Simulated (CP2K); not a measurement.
**Bi under changes of volume**

One of the cells (31.117 Å³/atom); the others are scaled copies at fixed shape and fractional positions:

```
CELL_PARAMETERS angstrom
3.43194 0.00000 0.00000
-1.14398 3.23566 0.00000
-1.14398 -1.61783 2.80217
ATOMIC_POSITIONS crystal
Bi 0.00000 0.00000 0.00000
```

This isn't the form of Bi at room conditions, which is rhombohedral.

* Program: CP2K 2026.2
* Functional: r2SCAN
* Potentials or basis: POTENTIAL_UZH Bi GTH-SCAN-q5; TZVP-MOLOPT-SCAN-GTH basis
* Density cutoff: 9184 eV
* k mesh: 9 × 9 × 9
* Occupations: fermi-dirac, width 0.05 eV
* Spin: no spin polarisation

```csv
volume (Å³/atom),energy over the lowest point (meV/atom),pressure (GPa)
29.250,?,?
29.872,0.00,0.6
30.495,0.21,-0.5
31.117,4.35,-1.5
31.739,11.91,-2.4
32.362,22.52,-3.2
32.984,36.02,-3.9
```

Task: What does the run at 29.250 Å³/atom give?

Result: Energy over the lowest point 4.30 meV/atom; pressure 1.8 GPa.

Worked out: A Birch-Murnaghan fit of order 3 (a polynomial in V^(-2/3)) to the other rows has its minimum at 30.14 Å³/atom with B0 = V·E''(V) = 51 GPa and B' = 4.2. It gives 4.03 meV/atom at 29.250 Å³/atom, against the run's 4.30, and -dE/dV = 1.6 GPa, against 1.8.

Energies are extrapolated to zero smearing.

Caveats: the basis of atomic orbitals isn't converged, which shifts pressures, moduli and gaps.
